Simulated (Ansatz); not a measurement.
BeS (h-MgO type) (no longer in that coordination), relaxed with r2SCAN: 9 runs in the plane-wave code Ansatz, each a construction of maximally localised Wannier functions. Space group P6_3/mmc (No. 194), hexagonal; a = 3.462 Å, c = 6.992 Å in the conventional setting, 18.15 Å³ an atom. Be is surrounded by 3 S at 2.00 Å; S is surrounded by 3 Be at 2.00 Å. Spin-unpolarised throughout. Whether this structure exists isn't addressed.

```yaml
crystal:
  lattice:
    - [3.46216, 0.00000, 0.00000]
    - [-1.73108, 2.99832, 0.00000]
    - [0.00000, 0.00000, 6.99243]
  atoms:
    - { symbol: Be, position: [0.33333, 0.66667, 0.25000] }
    - { symbol: Be, position: [0.66667, 0.33333, 0.75000] }
    - { symbol: S, position: [0.66667, 0.33333, 0.25000] }
    - { symbol: S, position: [0.33333, 0.66667, 0.75000] }
```

Windows count from the top of the filled bands; a dash means that no such window was set (without an outer window there is no disentanglement). Rows marked drawn have settings drawn at random (some not listed).

| functional | SCF mesh | trial orbitals | functions | mesh | window (eV) | frozen (eV) | settings | Ω total (Å²) | Ω invariant (Å²) | largest spread (Å²) | least projectability | interpolation miss of the model's filled bands (eV, to the nearest computed level) |
| --- | --- | --- | --- | --- | --- | --- | --- | --- | --- | --- | --- | --- |
| PBE | 6×6×4 | S s, S p | 8 | 6×6×2 | – | – | chosen | 9.95 | 8.36 | 1.70 | 0.92 | 0.048 |
| PBE | 6×6×4 | S p | 6 | 6×6×2 | – | – | chosen | 10.53 | 10.32 | 1.87 | 0.86 | 0.046 |
| r2SCAN | 6×6×4 | S p | 6 | 6×6×2 | – | – | chosen | 10.33 | 10.13 | 1.82 | 0.86 | 0.043 |
| HSE06 | 6×6×2 | S s, S p | 8 | 6×6×2 | – | – | chosen | 9.69 | 8.11 | 1.63 | 0.92 | – |
| PBE | 6×6×4 | S s, S p, Be s, Be p | 16 | 6×6×2 | -23.1 to +18.8 | – | drawn | 18.50 | 14.96 | 1.33 | 0.25 | 1.050 |
| PBE | 6×6×4 | S s, S p | 8 | 5×5×5 | – | – | drawn | 10.02 | 8.41 | 1.70 | 0.92 | 0.044 |
| PBE | 6×6×4 | S p | 6 | 3×3×3 | – | – | drawn | 9.47 | 9.26 | 1.81 | 0.88 | 0.207 |

Task: Estimate from these rows what the further settings give.

| functional | SCF mesh | trial orbitals | functions | mesh | window (eV) | frozen (eV) | settings |
| --- | --- | --- | --- | --- | --- | --- | --- |
| PBE | 6×6×4 | S s, S p | 8 | 12×12×4 | – | – | chosen |
| r2SCAN | 6×6×4 | S s, S p | 8 | 6×6×2 | – | – | chosen |

Result:
```tsv
functional	SCF mesh	trial orbitals	functions	mesh	window (eV)	frozen (eV)	settings	Ω total (Å²)	Ω invariant (Å²)	largest spread (Å²)	least projectability	interpolation miss of the model's filled bands (eV, to the nearest computed level)
PBE	6×6×4	S s, S p	8	12×12×4	–	–	chosen	10.46	8.87	1.78	0.91	0.003
r2SCAN	6×6×4	S s, S p	8	6×6×2	–	–	chosen	9.77	8.16	1.64	0.92	0.045
```

For S s, S p with PBE the spread goes 9.95 Å² (6×6×2), 10.46 Å² (12×12×4): finite differences on a coarse mesh understate it.
